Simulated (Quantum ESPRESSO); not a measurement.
Runs of Quantum ESPRESSO 7.5 on GaP. The structure is cubic, space group F-43m (No. 216). Conventional cell: a = 5.451 Å, b = 5.451 Å, c = 5.451 Å, α = 90.00°, β = 90.00°, γ = 90.00°. Ga (site symmetry -43m) is surrounded by 4 P at 2.36 Å. P (site symmetry -43m) has 4 Ga at 2.36 Å as nearest neighbours. 

```tsv
level	potentials or basis	k mesh	cutoff (eV)	k mesh of the self-consistent run	form of the LDA	mesh quality	gap on the mesh (eV)
PBEsol	PseudoDojo 0.4.1 SR PBEsol standard	5 × 5 × 5	762	-	-	not flagged	(a)
LDA	PseudoDojo 0.4.1 SR LDA standard	2 × 2 × 2	1088	8 × 8 × 8	PW92	coarse	1.50
LDA	PseudoDojo 0.4.1 SR LDA standard	6 × 6 × 6	1088	8 × 8 × 8	PW92	not flagged	1.50
LDA	PseudoDojo 0.4.1 SR LDA standard	5 × 5 × 5	1088	8 × 8 × 8	PW92	not flagged	1.46
LDA	PseudoDojo 0.4.1 SR LDA standard	4 × 4 × 4	1088	8 × 8 × 8	PW92	coarse	1.50
LDA	PseudoDojo 0.4.1 SR LDA standard	3 × 3 × 3	1088	8 × 8 × 8	PW92	coarse	1.60
```

Alike in all rows: task single point; no spin polarisation; cell as given; smearing fixed.

Problem. Fill in the values left out.

Solution. (a) 1.47.

Caveats: some runs use coarse meshes; an odd mesh through Γ misses points on the zone boundary, where band edges often lie (some runs); a mesh with odd counts misses the zone's faces, so its gaps can be larger than the crystal's (some runs).

A k mesh can miss the band edges, and the runs leave out spin-orbit coupling on Ga.

Runs at the PBE level aren't shown here.
